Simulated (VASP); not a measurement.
Wanted: the native input for a VASP 6.6.1 run.

```yaml
Task: single point
Functional: PBE
Potentials_or_basis: VASP PAW PBE potentials, release 54 (W_sv, C)
Cutoff: 520 eV
k_mesh: 10 × 10 × 9
Occupations: gaussian, width 0.02 eV
Spin: no spin polarisation
Further_INCAR_settings: ALGO = Normal; EDIFF = 1e-06
```

The structure of WC (Qusongite) lies in POSCAR:

```
WC
2.9065
    1.000000000000      0.000000000000      0.000000000000
   -0.500000000000      0.866025403785      0.000000000000
    0.000000000000      0.000000000000      0.975950455875
W C
1 1
Direct
    0.0000000000      0.0000000000      0.0000000000
    0.6666666667      0.3333333333      0.5000000000
```

These files were run (other wordings do the same):

INCAR

```
PREC     = Accurate       # precision mode
ENCUT    = 520            # plane-wave cutoff, eV
EDIFF    = 1E-6           # SCF threshold, eV
ISMEAR   = 0              # smearing method
SIGMA    = 0.02           # smearing width, eV
LREAL    = False          # projectors in reciprocal space
LASPH    = True           # aspherical terms in the spheres
NELM     = 80             # most SCF steps
ALGO     = Normal         # electronic algorithm
ISIF     = 2              # what is computed and relaxed
LWAVE    = False          # write WAVECAR
LCHARG   = False          # write CHGCAR
GGA      = PE             # functional
```

KPOINTS

```
Automatic mesh
0
Gamma
  10 10 9
```

Potentials or basis: VASP PAW PBE potentials, release 54 (W_sv, C).

Run with:

```bash
$ cat potpaw_PBE.54/W_sv/POTCAR potpaw_PBE.54/C/POTCAR > POTCAR
$ mpirun -np 1 vasp_std > vasp.out
```

It gave:

```yaml
Pressure: 6.7 GPa
Band_gap_on_the_k_mesh: none (metal or under the smearing width)
```

Run time: 17 s on 1 thread of AMD EPYC 7R43 64-Core Processor (Zen 3), on a shared host, peak memory 0.11 GiB.
